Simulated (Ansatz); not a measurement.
The following input was run with Ansatz 0.2.0.

```yaml
crystal:
  lattice:
    - [13.3, 0.0, 0.0]
    - [0.0, 15.1, 0.0]
    - [0.0, 0.0, 7.8781932339]
  atoms:
    - { symbol: Ga, position: [0.5503143978, 0.5, 0.0] }
    - { symbol: "N", position: [0.5503143978, 0.5, 0.25] }
    - { symbol: Ga, position: [0.4106972584, 0.5, 0.3333333333] }
    - { symbol: "N", position: [0.4106972584, 0.5, 0.5833333333] }
    - { symbol: Ga, position: [0.4805058281, 0.6064986397, 0.6666666667] }
    - { symbol: "N", position: [0.4805058281, 0.6064986397, 0.9166666667] }
    - { symbol: Ga, position: [0.4805058281, 0.3935013603, 0.6666666667] }
    - { symbol: "N", position: [0.4805058281, 0.3935013603, 0.9166666667] }
    - { symbol: H, position: [0.6616083974, 0.5, 0.9335719095] }
    - { symbol: H, position: [0.5864672257, 0.4448459263, 0.2931571034] }
    - { symbol: H, position: [0.5864672257, 0.5551540737, 0.2931571034] }
    - { symbol: H, position: [0.3550502586, 0.4151059846, 0.2669052428] }
    - { symbol: H, position: [0.3550502586, 0.5848940154, 0.2669052428] }
    - { symbol: H, position: [0.3383916026, 0.5, 0.6264904367] }
    - { symbol: H, position: [0.4248588283, 0.6913926551, 0.6002385761] }
    - { symbol: H, position: [0.5917998277, 0.6064986397, 0.6002385761] }
    - { symbol: H, position: [0.516658656, 0.6616527134, 0.9598237701] }
    - { symbol: H, position: [0.4082001723, 0.6064986397, 0.9598237701] }
    - { symbol: H, position: [0.4248588283, 0.3086073449, 0.6002385761] }
    - { symbol: H, position: [0.5917998277, 0.3935013603, 0.6002385761] }
    - { symbol: H, position: [0.516658656, 0.3383472866, 0.9598237701] }
    - { symbol: H, position: [0.4082001723, 0.3935013603, 0.9598237701] }
basis:
  ecutwfc: 420
kpoints:
  mp_grid: { grid: [1, 1, 4] }
hamiltonian:
  xc: pbe
scf:
  occupations: { method: gaussian, width: 0.05 }
output:
  forces: true
  stress: true
  eigenvalues: true
  populations: true
  write_density: true
  write_potential: true
  elf: true
  volumetric_format: npy
relax:
  adjacent_minimum: "off"
  f_tol: 0.02
  max_steps: 45
  cell: { fix: [a, b, alpha, beta, gamma], stress_tol: 0.03 }
```

Launched with
```bash
ansatz run input.yaml --threads 4 --pin off --max-ram 11264MiB --backend cpu --events-out ev --progress --plain --runs-dir out
```

These are results of DFT PBE, scalar-relativistic, plane waves, PAW (Ansatz 0.2.0), not measurements.

From the run's log, abridged:

```
Pseudopotentials: kind: paw
Pseudopotential: Ga, paw, valence charge 13, recommended cutoff 420 eV (normal)
Pseudopotential: N, paw, valence charge 5, recommended cutoff 420 eV (normal)
Pseudopotential: H, paw, valence charge 1, recommended cutoff 420 eV (normal)
Functional definition: PBE
Crystal: 22 atoms, lattice volume = 1582.178 Å³
Basis set: ecut = 420 eV, 30965 PW (Γ), exchange–correlation on 180×216×108 points (8 copies of the dense FFT grid, shifted against one another)
Bands: 65, of which v1, the nominal top of the filled ones, is band 43 counted from 1 (42 counted from 0)
Symmetry: 2 space group operations
Space group: Pm (ITA 6), of the structure as read, at distance tolerance 1.2e-4 Å
k-points: 3 of 4 (time reversal used)
Initial density: superposition of atomic densities (neutral atoms: chi_scale 0, normalization atom), corrected by the library's trained network
Initial wavefunctions: pseudopotential atomic-orbital guess
Functional: x = pbe(κ = 0.804, μ = 0.21951497), c = pbe(β = 0.06672455)
SCF iter   1: F=—  HF=-16893.534814 eV  |F-HF|=—  |Δ(HF+E_count)|=         —  Δρ=1.24e-3  dr2=5.27e-2  ethr=1.77e-3  ⟨swp⟩=7.7  Hψ=992  notcnv=0  defer=18
SCF iter   2: F=—  HF=-16893.535440 eV  |F-HF|=—  |Δ(HF+E_count)|=   6.26e-4  Δρ=4.79e-4  dr2=8.91e-3  ethr=6.12e-5  ⟨swp⟩=2.0  Hψ=271  notcnv=0  defer=52
SCF iter   3: F=—  HF=-16893.540257 eV  |F-HF|=—  |Δ(HF+E_count)|=   4.82e-3  Δρ=3.17e-4  dr2=1.82e-3  ethr=1.04e-5  ⟨swp⟩=2.3  Hψ=278  notcnv=0  defer=52
SCF iter   4: F=—  HF=-16893.540379 eV  |F-HF|=—  |Δ(HF+E_count)|=   1.22e-4  Δρ=1.33e-4  dr2=3.19e-4  ethr=2.12e-6  ⟨swp⟩=2.0  Hψ=282  notcnv=0  defer=52
SCF iter   5: F=—  HF=-16893.540446 eV  |F-HF|=—  |Δ(HF+E_count)|=   6.67e-5  Δρ=3.52e-5  dr2=2.30e-5  ethr=3.71e-7  ⟨swp⟩=2.0  Hψ=263  notcnv=0  defer=52
SCF iter   6: F=—  HF=-16893.540643 eV  |F-HF|=—  |Δ(HF+E_count)|=   1.98e-4  Δρ=1.07e-5  dr2=1.61e-6  ethr=2.67e-8  ⟨swp⟩=2.0  Hψ=321  notcnv=0  defer=52
SCF iter   7: F=—  HF=-16893.540645 eV  |F-HF|=—  |Δ(HF+E_count)|=   1.67e-6  Δρ=3.15e-6  dr2=1.14e-7  ethr=1.87e-9  ⟨swp⟩=2.0  Hψ=272  notcnv=0  defer=52
SCF iter   8: F=-16893.540645 eV  HF=-16893.540645 eV  |F-HF|=2.83e-8  |Δ(HF+E_count)|=   1.40e-7  Δρ=1.08e-6  dr2=1.34e-8  ethr=1.16e-10  ⟨swp⟩=27.3  Hψ=1847  notcnv=0
SCF 1 converged in 8 iterations: F = -16893.540645 eV  dr2 = 1.34e-8
relax step   1: F+E_penalty+E_count = -16893.54064510 eV  Δ(F+E_penalty+E_count) = +0.000e0 eV  max|allowed force component| = 1.392e0 eV/Å  Δτ_max = 0.0000 Å  P = +0.293 GPa  Ω = 1582.178 Å³  fix = [a, b, alpha, beta, gamma]  reactions: a +0.259, b +0.226 GPa; beta +0.014 GPa/rad (8 SCF iters, dr2 threshold 1.00e-7 eV, accepted)
Crystal: 22 atoms, lattice volume = 1569.439 Å³
Basis set: ecut = 420 eV, 30677 PW (Γ), exchange–correlation on 180×216×108 points (8 copies of the dense FFT grid, shifted against one another)
Initial density: handed on by an earlier stage of this run
Initial wavefunctions: those handed on with the density
SCF iter   1: F=—  HF=-16894.176616 eV  |F-HF|=—  |Δ(HF+E_count)|=         —  Δρ=6.91e-3  dr2=4.89e-1  ethr=5.68e-4  ⟨swp⟩=4.7  Hψ=1094  notcnv=0
SCF iter   2: F=—  HF=-16894.056951 eV  |F-HF|=—  |Δ(HF+E_count)|=   1.20e-1  Δρ=3.40e-3  dr2=7.30e-2  ethr=5.68e-4  ⟨swp⟩=4.3  Hψ=396  notcnv=0
SCF iter   3: F=—  HF=-16894.054226 eV  |F-HF|=—  |Δ(HF+E_count)|=   2.72e-3  Δρ=1.34e-3  dr2=2.26e-2  ethr=8.49e-5  ⟨swp⟩=2.0  Hψ=368  notcnv=0  defer=52
SCF iter   4: F=—  HF=-16894.049540 eV  |F-HF|=—  |Δ(HF+E_count)|=   4.69e-3  Δρ=3.75e-4  dr2=9.31e-4  ethr=2.63e-5  ⟨swp⟩=2.0  Hψ=272  notcnv=0  defer=52
SCF iter   5: F=—  HF=-16894.049930 eV  |F-HF|=—  |Δ(HF+E_count)|=   3.89e-4  Δρ=1.28e-4  dr2=2.51e-4  ethr=1.08e-6  ⟨swp⟩=2.0  Hψ=263  notcnv=0  defer=52
SCF iter   6: F=—  HF=-16894.049896 eV  |F-HF|=—  |Δ(HF+E_count)|=   3.34e-5  Δρ=3.41e-5  dr2=1.24e-5  ethr=2.92e-7  ⟨swp⟩=2.0  Hψ=263  notcnv=0  defer=52
SCF iter   7: F=-16894.049901 eV  HF=-16894.049900 eV  |F-HF|=2.68e-7  |Δ(HF+E_count)|=   4.24e-6  Δρ=9.62e-6  dr2=9.91e-7  ethr=2.56e-9  ⟨swp⟩=22.3  Hψ=2145  notcnv=0
SCF iter   8: F=-16894.049901 eV  HF=-16894.049901 eV  |F-HF|=1.31e-7  |Δ(HF+E_count)|=   5.58e-7  Δρ=3.05e-6  dr2=1.18e-7  ethr=1.15e-9  ⟨swp⟩=12.3  Hψ=1438  notcnv=0
SCF iter   9: F=-16894.049901 eV  HF=-16894.049901 eV  |F-HF|=2.95e-9  |Δ(HF+E_count)|=   3.10e-8  Δρ=7.25e-7  dr2=4.81e-9  ethr=1.38e-10  ⟨swp⟩=8.3  Hψ=1302  notcnv=0
SCF 2 converged in 9 iterations: F = -16894.049901 eV  dr2 = 4.81e-9
relax step   2: F+E_penalty+E_count = -16894.04990087 eV  Δ(F+E_penalty+E_count) = -5.093e-1 eV  max|allowed force component| = 6.330e-1 eV/Å  Δτ_max = 0.1870 Å  P = +0.036 GPa  Ω = 1569.439 Å³  energy of the carried Pulay correction = +3.940e-3 eV  fix = [a, b, alpha, beta, gamma]  reactions: a +0.038, b -0.091 GPa; beta +0.027 GPa/rad (9 SCF iters, dr2 threshold 2.20e-6 eV, accepted)
Crystal: 22 atoms, lattice volume = 1564.975 Å³
Basis set: ecut = 420 eV, 30549 PW (Γ), exchange–correlation on 180×216×108 points (8 copies of the dense FFT grid, shifted against one another)
SCF iter   1: F=—  HF=-16894.174143 eV  |F-HF|=—  |Δ(HF+E_count)|=         —  Δρ=4.29e-3  dr2=1.52e-1  ethr=1.75e-4  ⟨swp⟩=3.7  Hψ=1015  notcnv=0
SCF iter   2: F=—  HF=-16894.145237 eV  |F-HF|=—  |Δ(HF+E_count)|=   2.89e-2  Δρ=1.96e-3  dr2=2.48e-2  ethr=1.75e-4  ⟨swp⟩=3.3  Hψ=328  notcnv=0
SCF iter   3: F=—  HF=-16894.145198 eV  |F-HF|=—  |Δ(HF+E_count)|=   3.94e-5  Δρ=6.07e-4  dr2=5.73e-3  ethr=2.89e-5  ⟨swp⟩=2.0  Hψ=345  notcnv=0
SCF iter   4: F=—  HF=-16894.144052 eV  |F-HF|=—  |Δ(HF+E_count)|=   1.15e-3  Δρ=2.14e-4  dr2=5.72e-4  ethr=6.66e-6  ⟨swp⟩=2.0  Hψ=315  notcnv=0
SCF iter   5: F=—  HF=-16894.144100 eV  |F-HF|=—  |Δ(HF+E_count)|=   4.83e-5  Δρ=5.06e-5  dr2=2.09e-5  ethr=6.66e-7  ⟨swp⟩=2.0  Hψ=315  notcnv=0
SCF iter   6: F=—  HF=-16894.144107 eV  |F-HF|=—  |Δ(HF+E_count)|=   7.23e-6  Δρ=1.66e-5  dr2=2.70e-6  ethr=2.43e-8  ⟨swp⟩=2.0  Hψ=297  notcnv=0
SCF iter   7: F=-16894.144108 eV  HF=-16894.144108 eV  |F-HF|=6.72e-8  |Δ(HF+E_count)|=   6.25e-7  Δρ=4.29e-6  dr2=1.83e-7  ethr=2.56e-9  ⟨swp⟩=21.0  Hψ=1936  notcnv=0
SCF 3 converged in 7 iterations: F = -16894.144108 eV  dr2 = 1.83e-7
relax step   3: F+E_penalty+E_count = -16894.14410816 eV  Δ(F+E_penalty+E_count) = -9.421e-2 eV  max|allowed force component| = 2.484e-1 eV/Å  Δτ_max = 0.0894 Å  P = -0.044 GPa  Ω = 1564.975 Å³  energy of the carried Pulay correction = +5.328e-3 eV  fix = [a, b, alpha, beta, gamma]  reactions: a -0.053, b -0.059 GPa; beta +0.021 GPa/rad (7 SCF iters, dr2 threshold 2.20e-6 eV, accepted)
Crystal: 22 atoms, lattice volume = 1544.888 Å³
Basis set: ecut = 420 eV, 30127 PW (Γ), exchange–correlation on 180×216×108 points (8 copies of the dense FFT grid, shifted against one another)
   ...
SCF iter   1: F=—  HF=-16894.247887 eV  |F-HF|=—  |Δ(HF+E_count)|=         —  Δρ=1.44e-3  dr2=1.73e-2  ethr=2.00e-5  ⟨swp⟩=4.0  Hψ=765  notcnv=0
SCF iter   2: F=—  HF=-16894.244720 eV  |F-HF|=—  |Δ(HF+E_count)|=   3.17e-3  Δρ=6.52e-4  dr2=2.96e-3  ethr=2.00e-5  ⟨swp⟩=2.0  Hψ=246  notcnv=0
SCF iter   3: F=—  HF=-16894.244556 eV  |F-HF|=—  |Δ(HF+E_count)|=   1.64e-4  Δρ=1.63e-4  dr2=3.72e-4  ethr=3.44e-6  ⟨swp⟩=2.0  Hψ=252  notcnv=0
SCF iter   4: F=—  HF=-16894.244491 eV  |F-HF|=—  |Δ(HF+E_count)|=   6.51e-5  Δρ=6.14e-5  dr2=5.25e-5  ethr=4.32e-7  ⟨swp⟩=2.0  Hψ=318  notcnv=0
SCF iter   5: F=—  HF=-16894.244634 eV  |F-HF|=—  |Δ(HF+E_count)|=   1.43e-4  Δρ=1.54e-5  dr2=2.33e-6  ethr=6.11e-8  ⟨swp⟩=2.0  Hψ=315  notcnv=0
SCF iter   6: F=—  HF=-16894.244635 eV  |F-HF|=—  |Δ(HF+E_count)|=   7.10e-7  Δρ=6.63e-6  dr2=5.40e-7  ethr=2.71e-9  ⟨swp⟩=2.0  Hψ=324  notcnv=0
SCF iter   7: F=-16894.244635 eV  HF=-16894.244635 eV  |F-HF|=9.66e-9  |Δ(HF+E_count)|=   5.04e-8  Δρ=1.32e-6  dr2=1.82e-8  ethr=1.51e-10  ⟨swp⟩=22.0  Hψ=1889  notcnv=0
SCF 9 converged in 7 iterations: F = -16894.244635 eV  dr2 = 1.82e-8
relax step   9: F+E_penalty+E_count = -16894.24463504 eV  Δ(F+E_penalty+E_count) = -1.072e-3 eV  max|allowed force component| = 5.217e-2 eV/Å  Δτ_max = 0.0396 Å  P = -0.016 GPa  Ω = 1519.727 Å³  energy of the carried Pulay correction = +1.962e-2 eV  fix = [a, b, alpha, beta, gamma]  reactions: a -0.025, b -0.004 GPa; beta -0.011 GPa/rad (7 SCF iters, dr2 threshold 1.30e-7 eV, accepted)
Crystal: 22 atoms, lattice volume = 1521.523 Å³
Basis set: ecut = 420 eV, 29755 PW (Γ), exchange–correlation on 180×216×108 points (8 copies of the dense FFT grid, shifted against one another)
SCF iter   1: F=—  HF=-16894.246634 eV  |F-HF|=—  |Δ(HF+E_count)|=         —  Δρ=1.13e-3  dr2=1.09e-2  ethr=1.26e-5  ⟨swp⟩=4.0  Hψ=734  notcnv=0
SCF iter   2: F=—  HF=-16894.244652 eV  |F-HF|=—  |Δ(HF+E_count)|=   1.98e-3  Δρ=5.13e-4  dr2=1.89e-3  ethr=1.26e-5  ⟨swp⟩=2.0  Hψ=248  notcnv=0
SCF iter   3: F=—  HF=-16894.244567 eV  |F-HF|=—  |Δ(HF+E_count)|=   8.55e-5  Δρ=1.50e-4  dr2=3.27e-4  ethr=2.19e-6  ⟨swp⟩=2.0  Hψ=275  notcnv=0
SCF iter   4: F=—  HF=-16894.244491 eV  |F-HF|=—  |Δ(HF+E_count)|=   7.53e-5  Δρ=3.74e-5  dr2=1.43e-5  ethr=3.80e-7  ⟨swp⟩=2.0  Hψ=324  notcnv=0
SCF iter   5: F=—  HF=-16894.244636 eV  |F-HF|=—  |Δ(HF+E_count)|=   1.45e-4  Δρ=8.86e-6  dr2=7.03e-7  ethr=1.66e-8  ⟨swp⟩=2.0  Hψ=319  notcnv=0
SCF iter   6: F=-16894.244636 eV  HF=-16894.244636 eV  |F-HF|=7.30e-8  |Δ(HF+E_count)|=   4.54e-7  Δρ=3.27e-6  dr2=1.44e-7  ethr=1.98e-10  ⟨swp⟩=21.0  Hψ=1895  notcnv=0
SCF 10 converged in 6 iterations: F = -16894.244636 eV  dr2 = 1.44e-7
relax step  10: F+E_penalty+E_count = -16894.24463637 eV  Δ(F+E_penalty+E_count) = -1.330e-6 eV  max|allowed force component| = 1.085e-2 eV/Å  Δτ_max = 0.0325 Å  P = +0.006 GPa  Ω = 1521.523 Å³  energy of the carried Pulay correction = +1.905e-2 eV  fix = [a, b, alpha, beta, gamma]  reactions: a +0.008, b +0.009 GPa; beta +0.004 GPa/rad (6 SCF iters, dr2 threshold 1.70e-7 eV, accepted)
Initial wavefunctions: pseudopotential atomic-orbital guess (no wavefunctions were taken with the density)
SCF iter   1: F=—  HF=-16894.228996 eV  |F-HF|=—  |Δ(HF+E_count)|=         —  Δρ=7.70e-5  dr2=1.05e-5  ethr=4.22e-7  ⟨swp⟩=5.7  Hψ=1587  notcnv=0
SCF iter   2: F=—  HF=-16894.229065 eV  |F-HF|=—  |Δ(HF+E_count)|=   6.85e-5  Δρ=4.03e-5  dr2=3.61e-6  ethr=1.22e-8  ⟨swp⟩=2.0  Hψ=324  notcnv=0
SCF iter   3: F=—  HF=-16894.229193 eV  |F-HF|=—  |Δ(HF+E_count)|=   1.28e-4  Δρ=1.08e-5  dr2=9.04e-7  ethr=4.20e-9  ⟨swp⟩=2.0  Hψ=324  notcnv=0
SCF iter   4: F=—  HF=-16894.229193 eV  |F-HF|=—  |Δ(HF+E_count)|=   1.01e-7  Δρ=1.66e-6  dr2=1.96e-8  ethr=1.05e-9  ⟨swp⟩=2.0  Hψ=324  notcnv=0
SCF iter   5: F=—  HF=-16894.229193 eV  |F-HF|=—  |Δ(HF+E_count)|=   6.96e-9  Δρ=6.44e-7  dr2=3.28e-9  ethr=2.28e-11  ⟨swp⟩=2.0  Hψ=315  notcnv=0
SCF iter   6: F=—  HF=-16894.229193 eV  |F-HF|=—  |Δ(HF+E_count)|=   1.75e-9  Δρ=1.92e-7  dr2=2.80e-10  ethr=3.82e-12  ⟨swp⟩=2.0  Hψ=315  notcnv=0
SCF iter   7: F=-16894.229193 eV  HF=-16894.229193 eV  |F-HF|=2.18e-11  |Δ(HF+E_count)|=  2.11e-10  Δρ=6.26e-8  dr2=3.12e-11  ethr=1.00e-12  ⟨swp⟩=16.7  Hψ=1066  notcnv=0
SCF 11 converged in 7 iterations: F = -16894.229193 eV  dr2 = 3.12e-11
WARN: The output density's exchange-correlation potential varies sharply where the density is thin. Do not read a vacuum level from v_tot or v_xc, or from such a field of the output density. On a cell that repeats whose density bears no net charge and no dipole along the vacuum's axis use v_es (v_loc + v_h of the components); under efield.dipole_correction with no amplitude use v_es + v_field, which holds any external_charges[].barrier, or the levels of the report's work_function block, which leave it out; under a non-zero efield.amplitude the vacuum is tilted and has no level; on a cell that repeats and bears such a dipole with no correction it is tilted too, and efield.dipole_correction wi ...
SCF converged after 7 iterations
Free energy (F): -16894.229193 eV
Harris-Foulkes:  -16894.229193 eV  (|F-HF|=2.18e-11)
Internal energy: -16894.229193 eV  (E = F + TS)
E sigma→0 (E₀):  -16894.229193 eV
Fermi energy:    -2.883173 eV
--- Per-component energies (eV) ---
  E_band       = -1175.237862
  E_kinetic    = 1175.911288
  E_local      = -32198.318758  (includes V_loc(G=0)·N_el)
  E_nonlocal   = 1908.940728
  E_hartree    = 15185.612636
  E_xc         = -636.670845
  E_vxc        = -691.865346  (∫ρ·V_xc dr)
  E_paw        = -8478.871262  (= ΣΔE_a)
  E_vpaw       = -1741.113556  (= ΣTr[D̂ρ^β])
  E_aug_tail   = -0.017277  (compensation charges beyond the density's cutoff)
  E_ewald      = 6149.184297
  E_smearing   =  0.000000  (= −TS)
--- Forces (eV/Å), atoms counted from 1 ---
  atom   1  Ga     0.00055818     0.00000000    -0.00615559
  atom   2  N     -0.00764477     0.00000000    -0.00835425
  atom   3  Ga    -0.00006225     0.00000000     0.00945184
  atom   4  N     -0.00223137     0.00000000     0.00256354
  atom   5  Ga     0.00328316    -0.00255016    -0.00321281
  atom   6  N      0.00120132    -0.00719077    -0.00364540
  atom   7  Ga     0.00328316     0.00255016    -0.00321281
  atom   8  N      0.00120132     0.00719077    -0.00364540
  atom   9  H     -0.00253344     0.00000000     0.00179940
  atom  10  H     -0.00241357     0.00065113     0.00198768
  atom  11  H     -0.00241357    -0.00065113     0.00198768
  atom  12  H      0.00600678     0.00406119    -0.00301420
  atom  13  H      0.00600678    -0.00406119    -0.00301420
  atom  14  H     -0.00717001     0.00000000     0.00056252
  atom  15  H     -0.00196531    -0.00154092     0.00309398
  atom  16  H      0.00581684     0.00470795    -0.00324923
  atom  17  H      0.00567438     0.01168370     0.00109962
  atom  18  H     -0.00806319     0.00046707     0.00700810
  atom  19  H     -0.00196531     0.00154092     0.00309398
  atom  20  H      0.00581684    -0.00470795    -0.00324923
  atom  21  H      0.00567438    -0.01168370     0.00109962
  atom  22  H     -0.00806319    -0.00046707     0.00700810
--- Stress (GPa, compression-positive) ---
        0.000385       0.000000      -0.003360
        0.000000       0.003523       0.000000
       -0.003360       0.000000      -0.017722
  P = ⅓ Tr σ = -0.0046 GPa (-0.046 kbar)
--- Band table (eV) ---
  k-point 0: bands = ["-20.9411", "-20.7576", "-20.6480", "-19.5340", "-17.9829", "-17.9295", "-17.9133", "-17.8472", "-17.8468", "-17.4108", "-17.4101", "-17.3387", "-17.3309", "-17.3075", "-17.2723", "-17.2622", "-17.2527", "-17.2495", "-17.2135", "-17.1953", "-17.1685", "-17.1596", "-17.1493", "-16.7701", "-11.5030", "-11.2158", "-11.1947", "-11.1112", "-10.5476", "-10.4887", "-10.3955", "-8.5011", "-8.2809", "-8.1982", "-7.6230", "-7.2719", "-6.4207", "-6.2637", "-6.0374", "-5.9842", "-5.7117", "-5.6015", "-5.3938", "0.0326", "0.1320", "0.3990", "0.4335", "0.6904", "0.9138", "1.0704", "1.1782", "1.3845", "1.5336", "1.5881", "1.6373", "1.7847", "2.0694", "2.1152", "2.1175", "2.2871", "2.4 ...
  k-point 1: bands = ["-20.9356", "-20.7576", "-20.6538", "-19.5342", "-17.9829", "-17.9294", "-17.9133", "-17.8469", "-17.8469", "-17.4105", "-17.4096", "-17.3458", "-17.3385", "-17.3083", "-17.2711", "-17.2633", "-17.2499", "-17.2427", "-17.2148", "-17.1965", "-17.1686", "-17.1600", "-17.1493", "-16.7620", "-11.5093", "-11.2691", "-11.1784", "-11.1380", "-10.5317", "-10.3695", "-10.3470", "-8.8668", "-8.1699", "-8.1312", "-7.5497", "-7.2598", "-6.4044", "-6.2307", "-6.0902", "-5.9473", "-5.7050", "-5.6534", "-5.3772", "-0.1873", "0.1531", "0.1646", "0.4788", "0.7627", "1.0511", "1.1563", "1.2695", "1.5355", "1.5548", "1.6806", "1.7322", "1.8956", "2.0312", "2.1398", "2.2928", "2.3279", "2. ...
  k-point 2: bands = ["-20.9299", "-20.7575", "-20.6598", "-19.5345", "-17.9828", "-17.9293", "-17.9132", "-17.8469", "-17.8465", "-17.4102", "-17.4090", "-17.3589", "-17.3382", "-17.3086", "-17.2696", "-17.2634", "-17.2503", "-17.2357", "-17.2162", "-17.1979", "-17.1686", "-17.1605", "-17.1493", "-16.7541", "-11.5153", "-11.3082", "-11.1726", "-11.1619", "-10.5122", "-10.3027", "-10.2259", "-9.1440", "-8.1409", "-8.0913", "-7.4862", "-7.2379", "-6.3933", "-6.2119", "-6.1716", "-5.8822", "-5.6988", "-5.6830", "-5.3696", "-0.3967", "0.0269", "0.2035", "0.4492", "1.0278", "1.0670", "1.2308", "1.2787", "1.5753", "1.6820", "1.8440", "1.8957", "1.9790", "2.0300", "2.1054", "2.1920", "2.2703", "2. ...
--- Relaxed structure (10 steps of the walk, 10 accepted, 1 SCFs on fresh bases) ---
  F+E_penalty+E_count = -16894.22919309 eV   max|allowed force component| = 1.168e-2 eV/Å   (the final SCF, on the basis selected at the relaxed cell)
  cell:  # Å, volume = 1521.5233 Å³
    - [13.3, -3.72912198e-127, 0.0]
    - [-4.23381519e-127, 15.1, -7.65128067e-128]
    - [0.0, -3.99193825e-128, 7.57617549]
  atoms:
    - { symbol: Ga, position: [0.57852680, 0.5, -0.00081210] }
    - { symbol: N, position: [0.54917673, 0.5, 0.25602978] }
    - { symbol: Ga, position: [0.39972905, 0.5, 0.31786743] }
    - { symbol: N, position: [0.40499838, 0.5, 0.58053620] }
    - { symbol: Ga, position: [0.46137821, 0.61586575, 0.65316339] }
    - { symbol: N, position: [0.50188093, 0.60355523, 0.91448237] }
    - { symbol: Ga, position: [0.46137821, 0.38413424, 0.65316339] }
    - { symbol: N, position: [0.50188093, 0.39644476, 0.91448237] }
    - { symbol: H, position: [0.69101338, 0.5, 0.94356321] }
    - { symbol: H, position: [0.58053191, 0.44629863, 0.31832521] }
    - { symbol: H, position: [0.58053191, 0.55370136, 0.31832521] }
    - { symbol: H, position: [0.35842343, 0.40951742, 0.24285000] }
    - { symbol: H, position: [0.35842343, 0.59048257, 0.24285000] }
    - { symbol: H, position: [0.33121836, 0.5, 0.61983740] }
    - { symbol: H, position: [0.37688062, 0.68819435, 0.65293161] }
    - { symbol: H, position: [0.56543876, 0.62930264, 0.55628865] }
    - { symbol: H, position: [0.54410955, 0.65898789, 0.93851103] }
    - { symbol: H, position: [0.43908346, 0.61146938, 0.99182161] }
    - { symbol: H, position: [0.37688062, 0.31180564, 0.65293161] }
    - { symbol: H, position: [0.56543876, 0.37069735, 0.55628865] }
    - { symbol: H, position: [0.54410955, 0.34101210, 0.93851103] }
    - { symbol: H, position: [0.43908346, 0.38853061, 0.99182161] }
--- Löwdin populations: 22 sites ---
  site symbol q [e]
     0     Ga     12.2789
     1      N      5.7023
     2     Ga     12.5594
     3      N      5.7488
     4     Ga     12.5442
     5      N      5.7059
     6     Ga     12.5442
     7      N      5.7059
     8      H      1.0973
     9      H      0.6841
    10      H      0.6841
    11      H      1.1275
    12      H      1.1275
    13      H      0.7005
    14      H      1.1097
    15      H      1.1495
    16      H      0.6796
    17      H      0.6862
    18      H      1.1097
    19      H      1.1495
    20      H      0.6796
    21      H      0.6862
  spilling = 0.006272 (of n_electrons = 86.000000)
```

The relaxation met its thresholds.

The run took 3.6 min on 4 threads of Arm Neoverse N1 (shared host), peak memory 1.7 GiB.